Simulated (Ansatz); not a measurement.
## ZnS (zincblende) under strain

ZnS in the zincblende structure, relaxed with r2SCAN in the plane-wave code Ansatz. Space group F-43m (No. 216), cubic; a = 5.388 Å in the conventional setting, 19.55 Å³ an atom. Around Zn lie 4 S at 2.33 Å; around S lie 4 Zn at 2.33 Å.

The axes x, y and z are those of this cell:
```yaml
crystal:
  lattice:
    - [0.00000, 2.69409, 2.69409]
    - [2.69409, 0.00000, 2.69409]
    - [2.69409, 2.69409, 0.00000]
  atoms:
    - { symbol: Zn, position: [0.00000, 0.00000, 0.00000] }
    - { symbol: S, position: [0.25000, 0.25000, 0.25000] }
```

Unstrained: The PBE gap is direct at Γ: 2.147 eV. r2SCAN gives a direct gap of 2.705 eV at Γ. HSE06 gives a direct gap of 3.378 eV at Γ. Meshes: PBE 8×8×8, r2SCAN 8×8×8, HSE06 6×6×6. Strains are changes of length per length. After each strain the atoms were relaxed again with r2SCAN within the symmetry that the strain leaves, so tilts or polar shifts that break it weren't tested; points keep the names that they have in the unstrained zone. Spin-unpolarised throughout; all numbers are computed.

Changes of the least gap in eV (an overlap counts as a negative gap):

| strain | volume change (%) | space group | PBE | r2SCAN | HSE06 | energy rise, r2SCAN (meV/atom) |
| --- | --- | --- | --- | --- | --- | --- |
| isotropic -4.0 % on every length | -11.5 | F-43m | +0.548 | +0.581 | +0.589 | 80.0 |
| epitaxial +0.5 % in the plane normal to [111], free normal strain -0.28 % | +0.7 | R3m | -0.058 | -0.061 | -0.064 | 0.5 |
| epitaxial +3.0 % in the xy plane, free normal strain -3.65 % | +2.2 | I-4m2 | -0.242 | -0.250 | -0.258 | 9.6 |
| uniaxial -4.0 % along z | -4.0 | I-4m2 | +0.085 | +0.093 | +0.096 | 11.0 |
| uniaxial -5.0 % along x | -5.0 | I-4m2 | +0.108 | +0.119 | +0.122 | 17.3 |

Isotropic -4.0 % on every length. HSE06: the gap goes from 3.378 to 3.967 eV (+0.589 eV). Stress change with r2SCAN, compression positive: xx +12.60, yy +12.60, zz +12.60 GPa. For HSE06, dE_g/d ln V = -4.8 eV over this step.

Epitaxial +0.5 % in the plane normal to [111], free normal strain -0.28 %. HSE06: the gap goes from 3.378 to 3.314 eV (-0.064 eV); with r2SCAN the top three valence levels at Γ, degenerate before, become 1+2 from the top over 41 meV. Stress change with r2SCAN, compression positive: xx -0.55, yy -0.55, zz -0.55, xy +0.26, xz +0.26, yz +0.26 GPa.

Epitaxial +3.0 % in the xy plane, free normal strain -3.65 %. HSE06: the gap goes from 3.378 to 3.120 eV (-0.258 eV); with r2SCAN the top three valence levels at Γ, degenerate before, become 1+2 from the top over 210 meV. Stress change with r2SCAN, compression positive: xx -2.62, yy -2.62, zz -0.04 GPa.

Uniaxial -4.0 % along z, other directions held. HSE06: the gap goes from 3.378 to 3.474 eV (+0.096 eV); with r2SCAN the top three valence levels at Γ, degenerate before, become 1+2 from the top over 142 meV. Stress change with r2SCAN, compression positive: xx +2.95, yy +2.95, zz +4.50 GPa.

Uniaxial -5.0 % along x, other directions held. HSE06: the gap goes from 3.378 to 3.500 eV (+0.122 eV); with r2SCAN the top three valence levels at Γ, degenerate before, become 1+2 from the top over 175 meV. Stress change with r2SCAN, compression positive: xx +5.69, yy +3.81, zz +3.81 GPa.

The meshes of the hybrids are coarse, so their gaps aren't converged to the digits shown.

The splittings at Γ are without spin-orbit coupling, which regroups them where it is of like size or larger.
